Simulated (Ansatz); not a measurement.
# CuO (Tenorite) (C2/c) in Ansatz: a series of runs

The runs below take CuO (Tenorite) through density of states, electric field gradients, with PBE.

Program: Ansatz 0.2.0. These are calculated values, not measurements. Logs are shortened: lines on timing, memory, paths and dates and some standing lists are left out, and cuts for length are marked.

## Step 1: Starting point

The structure is monoclinic, space group C2/c (No. 15). Conventional cell: a = 4.684 Å, b = 3.423 Å, c = 5.129 Å, α = 90.00°, β = 99.54°, γ = 90.00°. Around Cu (site symmetry -1) lie 4 O at 1.95 to 1.96 Å. O (site symmetry 2) has 4 Cu at 1.95 to 1.96 Å as nearest neighbours.

## Step 2: Density of states, PBE

input.yaml

```yaml
crystal:
  lattice:
    - [2.34185, -1.7113, 0.0]
    - [2.34185, 1.7113, 0.0]
    - [-0.8500274268, 0.0, 5.0578693947]
  atoms:
    - { symbol: Cu, position: [0.5, 0.0, 0.5] }
    - { symbol: Cu, position: [0.0, 0.5, 0.0] }
    - { symbol: O, position: [0.4184, 0.5816, 0.75] }
    - { symbol: O, position: [0.5816, 0.4184, 0.25] }
kpoints:
  mp_grid: { grid: [10, 10, 5] }
scf:
  occupations: { method: fermi_dirac, width: 0.05 }
hamiltonian:
  xc: pbe
  pseudopotentials: { kind: all_electron, datasets: crystal }
output:
  forces: true
  stress: true
  eigenvalues: true
  dos: { projected: false, de: 0.2, e_range: [-20, 6] }
```

Potentials or basis: all-electron PAW datasets made for the crystal.

On the command line:

```
$ ansatz run input.yaml --threads 2 --pin off --max-ram 6144MiB --backend cpu --events-out ev --progress --plain --runs-dir out
```

The program printed:

```text
Warning: RAYON_NUM_THREADS=2 ignored (pool sized by the plan → 2); use --threads N
hamiltonian.pseudopotentials.datasets: crystal makes datasets for this crystal and solves the spheres of its atoms anew in each pass: cutoff 480.0 eV, the density's 1920.0 eV; for an error of 0.50 meV an atom under PBE, 2.0 meV for the cell; an energy difference from a run of another recipe may be off by several times the error for the cell, under r2SCAN by more, where some 0.1 meV an atom stays at smaller errors; O in spheres of 0.894 Å, 6 of its electrons in bands; Cu in spheres of 1.053 Å, 11 of its electrons in bands, 8 on its site; only band paths and densities of states list, in semicore columns, the levels of the semicore shells that are solved separately: 3s of Cu, 3p of Cu
Engine: ansatz 0.2.0, aarch64-unknown-linux-gnu
Pseudopotentials: kind: all_electron
Pseudopotential: Cu, paw, valence charge 19, recommended cutoff 480 eV (normal), crystal/all_electron/pbe/scalar/gaussian/Cu, Koelling and Harmon's equation, gaussian nucleus
Pseudopotential: O, paw, valence charge 6, recommended cutoff 480 eV (normal), crystal/all_electron/pbe/scalar/gaussian/O, Koelling and Harmon's equation, gaussian nucleus
Functional definition: PBE
  parameter kappa = 0.804
  parameter beta = 0.06672455060314922
  exchange = pbe_x(kappa = kappa, mu = beta*pi^2/3)
  correlation = pbe_c(beta = beta)
Crystal: 4 atoms, lattice volume = 40.540 Å³
Basis set: ecut = 480 eV, 951 PW (Γ), exchange–correlation on 48×48×80 points (8 copies of the dense FFT grid, shifted against one another)
Bands: 21, of which v1, the nominal top of the filled ones, is band 17 counted from 1 (16 counted from 0)
Symmetry: 4 space group operations
Space group: C2/c (ITA 15), of the structure as read, at distance tolerance 3.4e-5 Å
k-points: 141 of 500
Non-local potential: Cu, projectors of the file, l = 0: 1, l = 1: 1, l = 2: 2
Non-local potential: O, projectors of the file, l = 0: 1, l = 1: 2
PAW form: soft (Blöchl's): semilocal exchange-correlation on the pseudo side does not see the compensation charge
PAW one-centre angular grid: Cu, 590 points (default); XC on its mesh's 1837 points in the sphere
PAW one-centre angular grid: O, 110 points (default); XC on its mesh's 1907 points in the sphere
Initial density: superposition of atomic densities (neutral atoms: chi_scale 0, normalization atom)
Initial wavefunctions: pseudopotential atomic-orbital guess
Functional: x = pbe(κ = 0.804, μ = 0.2195149727645171), c = pbe(β = 0.06672455060314922)
iter 1 solved again at ethr=8.35e-2 eV; its pass at ethr=1.00e-1 eV (dr2=2.84e1 eV) is discarded
SCF iter   1: F=—  HF=-94168.472830 eV  |F-HF|=—  |Δ(HF+E_count)|=         —  Δρ=2.79e-1  dr2=2.89e1  ethr=8.35e-2  ⟨swp⟩=2.0  Hψ=14646  notcnv=0
preconditioner: auto → Kerker (q_TF=auto, 2.649 Å⁻¹)  [metal: Δε(μ)=0.001 eV  Ē_g=9.995 eV  σ=0.050 eV  W_gap=0.00  n_scr=12 (ndim 8)  ℏωp=34.0 eV  f_vac=0.000  D(μ)=4.29/eV (n_scr^D=48)]
SCF iter   2: F=—  HF=-94164.282110 eV  |F-HF|=—  |Δ(HF+E_count)|=    4.19e0  Δρ=1.28e-1  dr2=3.10e0  ethr=8.35e-2  ⟨swp⟩=3.1  Hψ=7716  notcnv=0  defer=5
SCF iter   3: F=—  HF=-94162.731184 eV  |F-HF|=—  |Δ(HF+E_count)|=    1.55e0  Δρ=4.88e-2  dr2=1.03e0  ethr=9.10e-3  ⟨swp⟩=3.0  Hψ=7641  notcnv=0  defer=2
iter 4 solved again at ethr=2.69e-4 eV; its pass at ethr=3.04e-3 eV (dr2=9.16e-2 eV) is discarded
SCF iter   4: F=—  HF=-94162.500649 eV  |F-HF|=—  |Δ(HF+E_count)|=   2.31e-1  Δρ=2.35e-2  dr2=8.96e-2  ethr=2.69e-4  ⟨swp⟩=2.3  Hψ=13396  notcnv=0  defer=37
SCF iter   5: F=—  HF=-94162.495781 eV  |F-HF|=—  |Δ(HF+E_count)|=   4.87e-3  Δρ=1.34e-2  dr2=3.46e-2  ethr=2.64e-4  ⟨swp⟩=2.2  Hψ=5944  notcnv=0  defer=13
SCF iter   6: F=—  HF=-94162.493311 eV  |F-HF|=—  |Δ(HF+E_count)|=   2.47e-3  Δρ=2.15e-3  dr2=1.31e-3  ethr=1.02e-4  ⟨swp⟩=2.2  Hψ=5947  notcnv=0  defer=23
SCF iter   7: F=—  HF=-94162.494804 eV  |F-HF|=—  |Δ(HF+E_count)|=   1.49e-3  Δρ=9.51e-4  dr2=3.06e-4  ethr=3.84e-6  ⟨swp⟩=3.1  Hψ=8072  notcnv=0  defer=12
SCF iter   8: F=—  HF=-94162.494802 eV  |F-HF|=—  |Δ(HF+E_count)|=   2.75e-6  Δρ=4.06e-4  dr2=5.02e-5  ethr=9.00e-7  ⟨swp⟩=2.0  Hψ=5486  notcnv=0  defer=6
SCF iter   9: F=—  HF=-94162.494801 eV  |F-HF|=—  |Δ(HF+E_count)|=   3.43e-7  Δρ=5.14e-5  dr2=1.01e-6  ethr=1.48e-7  ⟨swp⟩=3.0  Hψ=5863  notcnv=0  defer=3
SCF iter  10: F=—  HF=-94162.494802 eV  |F-HF|=—  |Δ(HF+E_count)|=   4.18e-7  Δρ=3.01e-5  dr2=3.78e-7  ethr=2.96e-9  ⟨swp⟩=3.0  Hψ=7239  notcnv=0  defer=2
SCF iter  11: F=-94162.494802 eV  HF=-94162.494802 eV  |F-HF|=2.04e-10  |Δ(HF+E_count)|=   1.43e-8  Δρ=3.19e-6  dr2=3.54e-9  ethr=1.11e-9  ⟨swp⟩=2.3  Hψ=5514  notcnv=0  defer=2
SCF 1 converged in 11 iterations: F = -94162.494803 eV  dr2 = 3.54e-9
  Residual-converged pass: ⟨swp⟩=3.5  Hψ=7897  notcnv=0  max |occ|·‖R‖ = 6.6e-6 eV (tolerance 6.7e-6 eV)  dr2=4.05e-9  dr2_onsite=1.18e-9  max |Δocc| = 6.6e-10
SCF converged after 11 iterations
Free energy (F): -94162.494803 eV
Harris-Foulkes:  -94162.494803 eV  (|F-HF|=2.04e-10)
Internal energy: -94162.475517 eV  (E = F + TS)
E sigma→0 (E₀):  -94162.485160 eV
Entropy (-TS):   -0.019285 eV (-4.821 meV/atom)
Past the cutoff: the bands carry plane waves up to 1.75 times it, of which those up to 1.5 times it add -0.000187 eV an atom, each by itself; the spheres take 0.000156 eV an atom off the energy for waves past 1.75 times it
By the cutoff:   a pressure is off by up to 0.007 GPa (1.2 times the spheres' own share and the shells' term, over an atom's volume, and 0.004 GPa: a bound that held against runs at twice the plane waves)
Past the cutoffs: a stress includes 0.0038 GPa for waves and charges beyond them, in addition to the slope of what the spheres take
In the spheres:  the bands' charges fall short by 1.6e-6 e at most (sound up to 1e-3), those of shells solved beside the bands by 1.5e-7 e (sound up to 5e-4)
Fermi energy:    12.204437 eV
--- Per-component energies (eV) ---
  E_band       = 237.574121
  E_kinetic    = 658.261845
  E_local      = -7503.718598  (includes V_loc(G=0)·N_el)
  E_nonlocal   = 348.161270
  E_hartree    = 3632.538365
  E_xc         = -259.235283
  E_vxc        = -314.714434  (∫ρ·V_xc dr)
  E_paw        = -97256.521098  (= ΣΔE_a)
  E_vpaw       = -13197.857932  (= ΣTr[D̂ρ^β])
  E_ewald      = -6764.327933
  E_smearing   = -0.019285  (= −TS)
  E_closure    = 12982.365914  (closes the sum)
  Σ components = -94162.494803   (vs F -94162.494803, Δ=0.00e0)
  The terms above E_closure are by the made datasets' own strengths, without shells solved beside the bands.
--- Forces (eV/Å), atoms counted from 1 ---
  atom   1  Cu     0.00000000     0.00000000     0.00000000
  atom   2  Cu     0.00000000     0.00000000     0.00000000
  atom   3  O      0.00000000    -0.25902307    -0.00000000
  atom   4  O     -0.00000000     0.25902307     0.00000000
  max |Σ_I F_I| component: 0.00e0 eV/Å
--- Stress (GPa, compression-positive) ---
        5.454769      -0.000000      -1.190416
       -0.000000       6.885311       0.000000
       -1.190416       0.000000       4.756851
  P = ⅓ Tr σ = 5.6990 GPa (56.990 kbar)
  It holds what live shells' own plane waves past their cutoff add
--- Band table (eV; the first three rows and the last of 141) ---
  k-point 0: bands = ["-7.7842", "-6.4511", "3.9867", "6.6054", "7.0024", "8.8710", "9.0491", "9.0558", "9.1070", "9.2125", "9.4845", "9.5702", "9.8018", "9.9705", "10.0280", "10.5355", "12.4065", "13.1449", "13.8807"]
  k-point 1: bands = ["-7.6766", "-6.6042", "4.3668", "6.6869", "7.0329", "8.2622", "8.5242", "8.5840", "9.2256", "9.4080", "9.6697", "9.6920", "9.8998", "10.0937", "10.2734", "10.4289", "12.3757", "12.9894", "14.4147"]
  k-point 2: bands = ["-7.3791", "-6.9731", "5.3933", "6.7835", "6.8934", "7.0833", "8.1472", "8.2064", "9.3813", "9.4731", "9.7484", "9.8252", "9.8730", "10.0979", "10.5431", "10.6555", "12.3480", "12.6196", "15.5202"]
  k-point 140: bands = ["-6.3846", "-6.2755", "5.3146", "5.8256", "6.5157", "6.6044", "6.9801", "7.3676", "9.3367", "9.6282", "9.9388", "9.9596", "10.4474", "10.4564", "10.8409", "10.9395", "11.5168", "12.1656", "16.7986"]
```

Wall time 23 s (2 threads of Arm Neoverse V2, shared host); peak memory 1.1 GiB.

Results:

| Item | Value |
| --- | --- |
| Free energy | -94162.4948 eV |
| Pressure | 5.7 GPa |
| Largest force | 0.259 eV/Å |
| Band gap on the k mesh | none (metal or under the smearing width) |

Forces on the atoms (eV/Å):
```
Cu   0.000  0.000  0.000
Cu   0.000  0.000  0.000
O    0.000 -0.259  0.000
O    0.000  0.259  0.000
```

Stress tensor (GPa, compression positive):
```
 5.45  0.00 -1.19
 0.00  6.89  0.00
-1.19  0.00  4.76
```

States per cell in windows of 1 eV (zero at the Fermi level; states under -8 eV left out):
```
from (eV)  total
     -8.0   1.09
     -7.0   2.66
     -6.0   4.54
     -5.0   2.82
     -4.0   1.10
     -3.0   9.93
     -2.0   5.91
     -1.0   1.92
      0.0   2.01
      1.0   0.01
      2.0   0.09
      3.0   0.28
      4.0   0.88
      5.0   1.42
```

Caveat: the program warned that the printed levels may be off, so bands, gaps and densities of states are rough; the run has no spin polarisation, though such a crystal can be magnetic; semilocal functionals often make such compounds metallic where correlation or magnetic order opens a gap, which also shifts bond lengths; the density of states is complete only up to the lowest level of the last band computed.

## Step 3: Electric field gradients, PBE

Changes to input.yaml since step 2:

```diff
@@ -21,2 +21,2 @@
   eigenvalues: true
-  dos: { projected: false, de: 0.2, e_range: [-20, 6] }
+  efg: {}
```

Potentials or basis: all-electron PAW datasets made for the crystal.

On the command line:

```
$ ansatz run input.yaml --threads 2 --pin off --max-ram 6144MiB --backend cpu --events-out ev --progress --plain --runs-dir out
```

The program printed:

```text
Warning: RAYON_NUM_THREADS=2 ignored (pool sized by the plan → 2); use --threads N
hamiltonian.pseudopotentials.datasets: crystal makes datasets for this crystal and solves the spheres of its atoms anew in each pass: cutoff 480.0 eV, the density's 1920.0 eV; for an error of 0.50 meV an atom under PBE, 2.0 meV for the cell; an energy difference from a run of another recipe may be off by several times the error for the cell, under r2SCAN by more, where some 0.1 meV an atom stays at smaller errors; O in spheres of 0.894 Å, 6 of its electrons in bands; Cu in spheres of 1.053 Å, 11 of its electrons in bands, 8 on its site; only band paths and densities of states list, in semicore columns, the levels of the semicore shells that are solved separately: 3s of Cu, 3p of Cu
[... 9 set-up lines as earlier in the session ...]
Crystal: 4 atoms, lattice volume = 40.540 Å³
Basis set: ecut = 480 eV, 951 PW (Γ), exchange–correlation on 48×48×80 points (8 copies of the dense FFT grid, shifted against one another)
Bands: 21, of which v1, the nominal top of the filled ones, is band 17 counted from 1 (16 counted from 0)
[... 1 set-up line as earlier in the session ...]
[... 52 lines left out ...]
  The terms above E_closure are by the made datasets' own strengths, without shells solved beside the bands.
--- Forces (eV/Å), atoms counted from 1 ---
  atom   1  Cu     0.00000000     0.00000000     0.00000000
  atom   2  Cu     0.00000000     0.00000000     0.00000000
  atom   3  O      0.00000000    -0.25902307    -0.00000000
  atom   4  O     -0.00000000     0.25902307     0.00000000
  max |Σ_I F_I| component: 0.00e0 eV/Å
--- Stress (GPa, compression-positive) ---
        5.454769      -0.000000      -1.190416
       -0.000000       6.885311       0.000000
       -1.190416       0.000000       4.756851
  P = ⅓ Tr σ = 5.6990 GPa (56.990 kbar)
  It holds what live shells' own plane waves past their cutoff add
--- PAW observables at the nuclei: V_zz in 10²¹ V/m², potentials from the cell's mean, atoms counted from 1 ---
  atom   1  Cu V_zz =    -2.485387   η = 0.0851   by run symmetry: allowed
            electrostatic potential = -3757.308991 V   contact ρ = 147623.329233 e/Å³
  atom   2  Cu V_zz =    -2.485387   η = 0.0851   by run symmetry: allowed
            electrostatic potential = -3757.308991 V   contact ρ = 147623.329233 e/Å³
  atom   3  O  V_zz =    +2.838003   η = 0.6875   by run symmetry: allowed
            electrostatic potential = -625.384904 V   contact ρ = 2160.263124 e/Å³
  atom   4  O  V_zz =    +2.838003   η = 0.6875   by run symmetry: allowed
            electrostatic potential = -625.384904 V   contact ρ = 2160.263124 e/Å³
--- Band table (eV; the first three rows and the last of 141) ---
  k-point 0: bands = ["-7.7842", "-6.4511", "3.9867", "6.6054", "7.0024", "8.8710", "9.0491", "9.0558", "9.1070", "9.2125", "9.4845", "9.5702", "9.8018", "9.9705", "10.0280", "10.5355", "12.4065", "13.1449", "13.8807"]
  k-point 1: bands = ["-7.6766", "-6.6042", "4.3668", "6.6869", "7.0329", "8.2622", "8.5242", "8.5840", "9.2256", "9.4080", "9.6697", "9.6920", "9.8998", "10.0937", "10.2734", "10.4289", "12.3757", "12.9894", "14.4147"]
  k-point 2: bands = ["-7.3791", "-6.9731", "5.3933", "6.7835", "6.8934", "7.0833", "8.1472", "8.2064", "9.3813", "9.4731", "9.7484", "9.8252", "9.8730", "10.0979", "10.5431", "10.6555", "12.3480", "12.6196", "15.5202"]
  k-point 140: bands = ["-6.3846", "-6.2755", "5.3146", "5.8256", "6.5157", "6.6044", "6.9801", "7.3676", "9.3367", "9.6282", "9.9388", "9.9596", "10.4474", "10.4564", "10.8409", "10.9395", "11.5168", "12.1656", "16.7986"]
```

It took 20 s on 2 threads of Arm Neoverse V2, shared host; peak memory 1.1 GiB.

What came out:

* Free energy: -94162.4948 eV
* Pressure: 5.7 GPa
* Largest force: 0.259 eV/Å
* Band gap on the k mesh: none (metal or under the smearing width)

Forces on the atoms (eV/Å):
```
Cu   0.000  0.000  0.000
Cu   0.000  0.000  0.000
O    0.000 -0.259  0.000
O    0.000  0.259  0.000
```

Stress tensor (GPa, compression positive):
```
 5.45  0.00 -1.19
 0.00  6.89  0.00
-1.19  0.00  4.76
```

Caveat: the run has no spin polarisation, though such a crystal can be magnetic; semilocal functionals often make such compounds metallic where correlation or magnetic order opens a gap, which also shifts bond lengths. With open d or f shells a metallic result of PBE can be an artefact of self-interaction; +U or a hybrid may open a gap.

## Step 4: Density of states, PBE

Changes to input.yaml since step 3:

```diff
@@ -21,2 +21,4 @@
   eigenvalues: true
-  efg: {}
+  dos: { projected: false, de: 0.2, e_range: [-10, 6] }
+  elf: true
+  volumetric_format: npy
```

On the command line:

```
$ ansatz run input.yaml --threads 2 --pin off --max-ram 6144MiB --backend cpu --events-out ev --progress --plain --runs-dir out
```

Run time: 23 s. Hardware: 2 threads of Arm Neoverse V2, shared host; peak memory 1.1 GiB.

It converged, with:

| Quantity | Value |
| --- | --- |
| Free energy | -94162.4948 eV |
| Pressure | 5.7 GPa |
| Largest force | 0.259 eV/Å |
| Band gap on the k mesh | none (metal or under the smearing width) |

Forces in eV/Å, atoms in the order of the input:
```
Cu   0.000  0.000  0.000
Cu   0.000  0.000  0.000
O    0.000 -0.259  0.000
O    0.000  0.259  0.000
```

Stress tensor (GPa, compression positive):
```
 5.45  0.00 -1.19
 0.00  6.89  0.00
-1.19  0.00  4.76
```

Levels at points of the mesh, in eV from the Fermi level:
| k point | band 13 | band 14 | band 15 | band 16 | band 17 | band 18 | band 19 |
| --- | --- | --- | --- | --- | --- | --- | --- |
| (0.00, 0.00, 0.00) | -2.40 | -2.23 | -2.18 | -1.67 | 0.20 | 0.94 | 1.68 |
| (0.00, -0.50, 0.00) | -2.06 | -1.62 | -1.53 | -1.43 | 0.00 | 0.25 | 4.81 |
| (-0.50, -0.50, 0.00) | -2.16 | -2.14 | -1.66 | -1.24 | -0.67 | 1.07 | 3.29 |

States per cell in windows of 0.5 eV (zero at the Fermi level; states under -8 eV left out):
```
from (eV)  total
     -8.0   0.15
     -7.5   0.95
     -7.0   1.27
     -6.5   1.39
     -6.0   2.20
     -5.5   2.34
     -5.0   1.36
     -4.5   1.46
     -4.0   0.82
     -3.5   0.28
     -3.0   3.44
     -2.5   6.49
     -2.0   4.77
     -1.5   1.14
     -1.0   0.86
     -0.5   1.06
      0.0   1.38
      0.5   0.63
      1.0   0.01
      1.5   0.00
      2.0   0.03
      2.5   0.06
      3.0   0.10
      3.5   0.18
      4.0   0.30
      4.5   0.58
      5.0   0.76
      5.5   0.66
```

Caveat: the program warned that the printed levels may be off, so bands, gaps and densities of states are rough; the run has no spin polarisation, though such a crystal can be magnetic; semilocal functionals often make such compounds metallic where correlation or magnetic order opens a gap, which also shifts bond lengths; the density of states is complete only up to the lowest level of the last band computed. With open d or f shells a metallic result of PBE can be an artefact of self-interaction; +U or a hybrid may open a gap.
